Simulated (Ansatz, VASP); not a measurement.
Ba in VASP and in Ansatz

The input INCAR:

```
SYSTEM = Ba
ALGO = Normal
EDIFF = 1E-6
ENCUT = 520
GGA = CA
ISIF = 2
ISMEAR = 1
LASPH = .True.
LCHARG = .False.
LREAL = .False.
LWAVE = .False.
NBANDS = 11
NELM = 80
PREC = Accurate
SIGMA = 1.0
```

The input KPOINTS:

```
k-points
0
Gamma
  9 9 9
  0 0 0
```

File POSCAR:

```
Ba
1.0
   -2.3789385306      2.3789385306      2.3789385306
    2.3789385306     -2.3789385306      2.3789385306
    2.3789385306      2.3789385306     -2.3789385306
Ba
1
Direct
    0.0000000000      0.0000000000      0.0000000000
```

Input for Ansatz:

```yaml
crystal:
  lattice:
    - [-2.3789385306, 2.3789385306, 2.3789385306]
    - [2.3789385306, -2.3789385306, 2.3789385306]
    - [2.3789385306, 2.3789385306, -2.3789385306]
  atoms:
    - { symbol: Ba, position: [0.0, 0.0, 0.0] }
hamiltonian:
  xc: lda
  pseudopotentials:
    kind: paw
    azcp:
      Ba: "pseudopotentials/Ba.paw.azcp"
basis:
  ecutwfc: 420
  fft_grid_basis: typed
kpoints:
  mp_grid: { grid: [9, 9, 9], shift: [0, 0, 0] }
magnetization:
  spin_polarized: false
scf:
  occupations: { method: cold, width: 1.0 }
  lower_state_search: "off"
output:
  stress: true
  write_density: true
  write_potential: true
  elf: true
  volumetric_format: npy
```

Alike in both runs: task single point; functional LDA; k mesh 9 × 9 × 9; no spin polarisation.

|  | VASP | Ansatz |
| --- | --- | --- |
| version | VASP 6.6.1 | Ansatz 0.2.0 |
| potentials or method | VASP PAW LDA potentials, release 64 (Ba_sv) | plane waves (420 eV) with PAW, scalar-relativistic |
| plane-wave cutoff (eV) | 520 | 420 |
| occupations | methfessel-paxton of order 1, width 1 eV | cold, width 1 eV |
| valence electrons in the cell | 10 | 10 |

|  | VASP | Ansatz | Ansatz less VASP |
| --- | --- | --- | --- |
| pressure (GPa) | 0.1 | 0.4 | +0.34 |

Ansatz warned: «pseudo_functional_mismatch».

Spin-orbit coupling is left out, which matters for the levels of Ba.
